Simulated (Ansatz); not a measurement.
# InP: the cost of one run

Method: DFT PBE, scalar-relativistic, plane waves, PAW, in Ansatz 0.2.0.

The COD entry's cell or inner coordinates are ideal or old and differ from later refinements, so a difference from it is no clean test against experiment.

## (1) The structure to begin with

The structure is cubic, space group F-43m (No. 216). The conventional cell has a = 5.861 Å, b = 5.861 Å, c = 5.861 Å, α = 90.00°, β = 90.00°, γ = 90.00°. In (site symmetry -43m) is surrounded by 4 P at 2.54 Å. P (site symmetry -43m) is surrounded by 4 In at 2.54 Å.

Coordinates:

```xyz
54
Lattice="0.0000 8.7915 8.7915 8.7915 0.0000 8.7915 8.7915 8.7915 0.0000" Properties=species:S:1:pos:R:3 pbc="T T T"
In    0.0000    0.0000    0.0000
In    2.9305    2.9305    0.0000
In    5.8610    5.8610    0.0000
In    2.9305    0.0000    2.9305
In    5.8610    2.9305    2.9305
In    8.7915    5.8610    2.9305
In    5.8610    0.0000    5.8610
In    8.7915    2.9305    5.8610
In   11.7220    5.8610    5.8610
In    0.0000    2.9305    2.9305
In    2.9305    5.8610    2.9305
In    5.8610    8.7915    2.9305
In    2.9305    2.9305    5.8610
In    5.8610    5.8610    5.8610
In    8.7915    8.7915    5.8610
In    5.8610    2.9305    8.7915
In    8.7915    5.8610    8.7915
In   11.7220    8.7915    8.7915
In    0.0000    5.8610    5.8610
In    2.9305    8.7915    5.8610
In    5.8610   11.7220    5.8610
In    2.9305    5.8610    8.7915
In    5.8610    8.7915    8.7915
In    8.7915   11.7220    8.7915
In    5.8610    5.8610   11.7220
In    8.7915    8.7915   11.7220
In   11.7220   11.7220   11.7220
P     1.4652    1.4652    1.4652
P     4.3957    4.3957    1.4652
P     7.3262    7.3262    1.4652
P     4.3957    1.4652    4.3957
P     7.3263    4.3957    4.3957
P    10.2568    7.3262    4.3957
P     7.3262    1.4652    7.3262
P    10.2568    4.3957    7.3262
P    13.1872    7.3262    7.3262
P     1.4652    4.3957    4.3957
P     4.3957    7.3263    4.3957
P     7.3262   10.2568    4.3957
P     4.3957    4.3957    7.3263
P     7.3263    7.3263    7.3263
P    10.2568   10.2568    7.3263
P     7.3262    4.3957   10.2568
P    10.2568    7.3263   10.2568
P    13.1872   10.2568   10.2568
P     1.4652    7.3262    7.3262
P     4.3957   10.2568    7.3262
P     7.3262   13.1872    7.3262
P     4.3957    7.3262   10.2568
P     7.3263   10.2568   10.2568
P    10.2568   13.1872   10.2568
P     7.3262    7.3262   13.1872
P    10.2568   10.2568   13.1872
P    13.1872   13.1872   13.1872
```

The runs take a perfect supercell of 54 atoms; the defect goes to fractional position (0.000, 0.000, 0.000).

## (2) The perfect supercell

File input.yaml:

```yaml
crystal:
  lattice:
    - [0.0, 8.7915, 8.7915]
    - [8.7915, 0.0, 8.7915]
    - [8.7915, 8.7915, 0.0]
  atoms:
    - { symbol: In, position: [0.0, 0.0, 0.0] }
    - { symbol: In, position: [0.0, 0.0, 0.333333] }
    - { symbol: In, position: [0.0, 0.0, 0.666667] }
    - { symbol: In, position: [0.0, 0.333333, 0.0] }
    - { symbol: In, position: [0.0, 0.333333, 0.333333] }
    - { symbol: In, position: [0.0, 0.333333, 0.666667] }
    - { symbol: In, position: [0.0, 0.666667, 0.0] }
    - { symbol: In, position: [0.0, 0.666667, 0.333333] }
    - { symbol: In, position: [0.0, 0.666667, 0.666667] }
    - { symbol: In, position: [0.333333, 0.0, 0.0] }
    - { symbol: In, position: [0.333333, 0.0, 0.333333] }
    - { symbol: In, position: [0.333333, 0.0, 0.666667] }
    - { symbol: In, position: [0.333333, 0.333333, 0.0] }
    - { symbol: In, position: [0.333333, 0.333333, 0.333333] }
    - { symbol: In, position: [0.333333, 0.333333, 0.666667] }
    - { symbol: In, position: [0.333333, 0.666667, 0.0] }
    - { symbol: In, position: [0.333333, 0.666667, 0.333333] }
    - { symbol: In, position: [0.333333, 0.666667, 0.666667] }
    - { symbol: In, position: [0.666667, 0.0, 0.0] }
    - { symbol: In, position: [0.666667, 0.0, 0.333333] }
    - { symbol: In, position: [0.666667, 0.0, 0.666667] }
    - { symbol: In, position: [0.666667, 0.333333, 0.0] }
    - { symbol: In, position: [0.666667, 0.333333, 0.333333] }
    - { symbol: In, position: [0.666667, 0.333333, 0.666667] }
    - { symbol: In, position: [0.666667, 0.666667, 0.0] }
    - { symbol: In, position: [0.666667, 0.666667, 0.333333] }
    - { symbol: In, position: [0.666667, 0.666667, 0.666667] }
    - { symbol: P, position: [0.083333, 0.083333, 0.083333] }
    - { symbol: P, position: [0.083333, 0.083333, 0.416667] }
    - { symbol: P, position: [0.083333, 0.083333, 0.75] }
    - { symbol: P, position: [0.083333, 0.416667, 0.083333] }
    - { symbol: P, position: [0.083333, 0.416667, 0.416667] }
    - { symbol: P, position: [0.083333, 0.416667, 0.75] }
    - { symbol: P, position: [0.083333, 0.75, 0.083333] }
    - { symbol: P, position: [0.083333, 0.75, 0.416667] }
    - { symbol: P, position: [0.083333, 0.75, 0.75] }
    - { symbol: P, position: [0.416667, 0.083333, 0.083333] }
    - { symbol: P, position: [0.416667, 0.083333, 0.416667] }
    - { symbol: P, position: [0.416667, 0.083333, 0.75] }
    - { symbol: P, position: [0.416667, 0.416667, 0.083333] }
    - { symbol: P, position: [0.416667, 0.416667, 0.416667] }
    - { symbol: P, position: [0.416667, 0.416667, 0.75] }
    - { symbol: P, position: [0.416667, 0.75, 0.083333] }
    - { symbol: P, position: [0.416667, 0.75, 0.416667] }
    - { symbol: P, position: [0.416667, 0.75, 0.75] }
    - { symbol: P, position: [0.75, 0.083333, 0.083333] }
    - { symbol: P, position: [0.75, 0.083333, 0.416667] }
    - { symbol: P, position: [0.75, 0.083333, 0.75] }
    - { symbol: P, position: [0.75, 0.416667, 0.083333] }
    - { symbol: P, position: [0.75, 0.416667, 0.416667] }
    - { symbol: P, position: [0.75, 0.416667, 0.75] }
    - { symbol: P, position: [0.75, 0.75, 0.083333] }
    - { symbol: P, position: [0.75, 0.75, 0.416667] }
    - { symbol: P, position: [0.75, 0.75, 0.75] }
basis:
  ecutwfc: 420
  fft_grid_basis: typed
kpoints:
  mp_grid: { grid: [1, 1, 1] }
hamiltonian:
  xc: pbe
  pseudopotentials: { kind: paw }
scf:
  occupations: { method: gaussian, width: 0.05 }
output:
  forces: true
  stress: false
  eigenvalues: true
  bader: false
  write_density: true
  volumetric_format: npy
```

The run is started by

```sh
$ ansatz run input.yaml --threads 8 --pin off --max-ram 16384MiB --backend cpu --events-out ev --progress --plain --runs-dir out
```

Q: Estimate wall time and peak memory on 8 threads of AMD EPYC 9R45 (Zen 5), shared host.

About 1.7 s, with a peak of 1.7 GiB.
